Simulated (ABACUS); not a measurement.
**O under changes of volume**

One of the cells (17.288 Å³/atom); the others are scaled copies at fixed shape and fractional positions:

```
O
1.0
     2.85140   -1.66242    0.00000
     2.85140    1.66242    0.00000
    -2.39449    0.00000    3.64705
O
2
Direct
  0.97455 0.97455 0.84443
  0.02545 0.02545 0.15557
```

```yaml
Program: ABACUS 3.10.1
Functional: PBE
Potentials_or_basis: PseudoDojo NC SR 0.4.1 PBE standard
Cutoff: 1143 eV
Density_cutoff: 4572 eV
Basis: plane waves
k_mesh: 10 × 10 × 7
Occupations: fermi-dirac, width 0.05 eV
Spin: no spin polarisation
```

| volume (Å³/atom) | energy over the lowest point (meV/atom) | pressure (GPa) | largest force (eV/Å) |
| --- | --- | --- | --- |
| 16.251 | 0.00 | 0.8 | 1.249 |
| 16.596 | 0.02 | -0.5 | 0.639 |
| 16.942 | ? | ? | ? |
| 17.288 | 7.43 | -2.6 | 0.534 |
| 17.634 | 14.35 | -3.5 | 1.024 |
| 17.979 | 23.12 | -4.3 | 1.490 |
| 18.325 | 33.56 | -5.0 | 1.927 |

Question: What does the run at 16.942 Å³/atom give?

Answer: Energy over the lowest point 2.58 meV/atom; pressure -1.6 GPa; largest force 0.177 eV/Å.

Worked out: A Birch-Murnaghan fit of order 3 (a polynomial in V^(-2/3)) to the other rows has its minimum at 16.42 Å³/atom with B0 = V·E''(V) = 59 GPa and B' = 4.0 at fixed shape and positions, which overstates the stiffness. It gives 2.58 meV/atom at 16.942 Å³/atom, against the run's 2.58, and -dE/dV = -1.7 GPa, against -1.6.

Energies are extrapolated to zero smearing.

Caveats: spin is off for a triplet molecule; forces of over 1 eV/Å show positions far from the minimum, so gaps and moduli don't describe the material at rest (some runs).
